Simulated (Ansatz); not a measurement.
**Be: where the heat goes in a short trajectory**

Computed with DFT PBE+D3(BJ), scalar-relativistic, plane waves, PAW in Ansatz 0.2.0. Cutoff 420 eV, shifted (0.5, 0.5, 0.5 steps) 2×2×2 k-points, Fermi–Dirac smearing of 0.05 eV. The mesh is coarse. No spin polarisation.

18 atoms start on the lattice sites below (V = 149.9 Å³, 1.01 times the source cell's; static pressure -11.91 GPa, largest force component 0.02 eV/Å) with velocities drawn for 450 K; constant energy, fixed cell, 106 steps of 1.5 fs.

```
Be
1.0
     0.00000    3.99609    3.61286
    -3.46071   -1.99804    3.61286
     3.46071   -1.99804    3.61286
Be
18
Direct
  0.30556 0.63889 0.30556
  0.63889 0.63889 0.97222
  0.30556 0.30556 0.63889
  0.30556 0.97222 0.97222
  0.63889 0.30556 0.30556
  0.97222 0.63889 0.63889
  0.97222 0.30556 0.97222
  0.63889 0.97222 0.63889
  0.97222 0.97222 0.30556
  0.36111 0.69444 0.69444
  0.69444 0.69444 0.36111
  0.36111 0.36111 0.02778
  0.36111 0.02778 0.36111
  0.69444 0.36111 0.69444
  0.02778 0.69444 0.02778
  0.02778 0.36111 0.36111
  0.69444 0.02778 0.02778
  0.02778 0.02778 0.69444
```

```csv
t (fs),T (K),kinetic energy (meV/atom),potential energy over the first frame (meV/atom),P with the kinetic part (GPa)
0.0,450,54.9,0.0,-11.16
10.5,181,22.1,33.0,-10.26
21.0,108,13.2,41.9,-9.94
31.5,288,35.2,19.8,-10.38
42.0,285,34.8,20.2,-10.31
52.5,222,27.1,27.9,-10.21
63.0,161,19.7,35.4,-10.15
73.5,295,36.0,19.0,-10.60
84.0,273,33.4,21.6,-10.51
94.5,161,19.6,35.5,-10.28
105.0,210,25.6,29.4,-10.58
115.5,254,31.0,24.0,-10.69
126.0,234,28.6,26.5,-10.59
136.5,197,24.1,31.0,-10.37
147.0,270,32.9,22.1,-10.55
157.5,258,31.6,23.4,-10.40
```

T counts 3N − 3 degrees of freedom. Means over every step of the second half, not only the rows shown: T = 232 K, kinetic energy 28.4 meV/atom, potential energy 26.7 meV/atom, P = -10.51 GPa.

Task: Does the potential energy follow equipartition for harmonic vibrations?

Result: In a harmonic crystal each vibration holds as much potential as kinetic energy on average, here 28.4 meV/atom. The run has 26.7, a ratio of 0.94. That is near one, as for a crystal vibrating about its sites. At constant energy a start from the lattice sites hands about half of the kinetic energy to the potential, so T should settle near 225 K. So short a run gives a rough mean. Electronic entropy is part of the potential energy at this smearing.

Task: Split the rise of pressure into the kinetic part and the rest. Can a thermal Grüneisen parameter be estimated?

Result: The program counts the kinetic part as N k_B T/V = 0.39 GPa. The pressure lies 1.41 GPa over the static one in all, so the forces add 1.02 GPa. For a harmonic mode with ω ∝ V^(−γ) and an amplitude that scales with the cell, the forces add (2γ − 2/3)U/V, which needs no equipartition; when U equals the kinetic energy K, this and the kinetic part 2K/(3V) sum to the Mie–Grüneisen γE_th/V. With U = N × 26.7 meV, γ = 1/3 + V ΔP_forces/(2U) = 1.33, for harmonic vibrations a mean over the modes weighted by their potential energy, for uniform scaling of the cell (in a layered or otherwise anisotropic crystal this differs from γ under hydrostatic pressure). Most solids fall between 1 and 3, and tetrahedral, framework and layered ones often lower; anharmonic motion and pressure swings in a cell of 18 atoms make this value uncertain by tenths or more.

Cost: 1 run of about 2.4 core-minutes (earlier runs that led there not counted), on Arm Neoverse V2 (shared hosts).